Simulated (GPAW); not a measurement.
The system is HfN.

```
Hf N
1.0
     0.00000    2.45482    2.45482
     2.45482    0.00000    2.45482
     2.45482    2.45482    0.00000
Hf N
1 1
Direct
  0.00000 0.00000 0.00000
  0.25000 0.25000 0.25000
```

The cell comes from a database or a generator and needn't be the stable form of this composition.

| Item | Value |
| --- | --- |
| Program | GPAW 26.7.0 |
| Task | relaxation of cell and atoms |
| Functional | PBEsol |
| Dispersion | D4 |
| Potentials or basis | PAW data sets generated in the run's folder for this functional |
| Cutoff | 800 eV |
| Basis | pw |
| k mesh | 9 × 9 × 9 |
| Occupations | fermi-dirac, width 0.05 eV |
| Spin | no spin polarisation |

At the start: pressure -5.9 GPa; volume 14.79 Å³/atom.

Where does the relaxation end?

Over 3 steps the energy falls by 7.1 meV/atom and the volume is 14.34 Å³/atom (-3.0 %); space group F-43m (No. 216, to 0.05 Å).

The path:
```csv
step,energy change (eV),largest force (eV/Å),pressure (GPa),volume (Å³)
1,0.0000,0.0000,-5.93,29.59
2,-0.0095,0.0000,-3.72,29.24
3,-0.0143,0.0000,0.12,28.69
```

Final structure:
```
CELL_PARAMETERS angstrom
0.00000 2.42971 2.42971
2.42971 0.00000 2.42971
2.42971 2.42971 0.00000
ATOMIC_POSITIONS crystal
Hf 0.00000 0.00000 0.00000
N 0.25000 0.25000 0.25000
```

Caveat: later steps reuse the first step's grids; pairwise dispersion overbinds metals, which lowers pressure and volume.
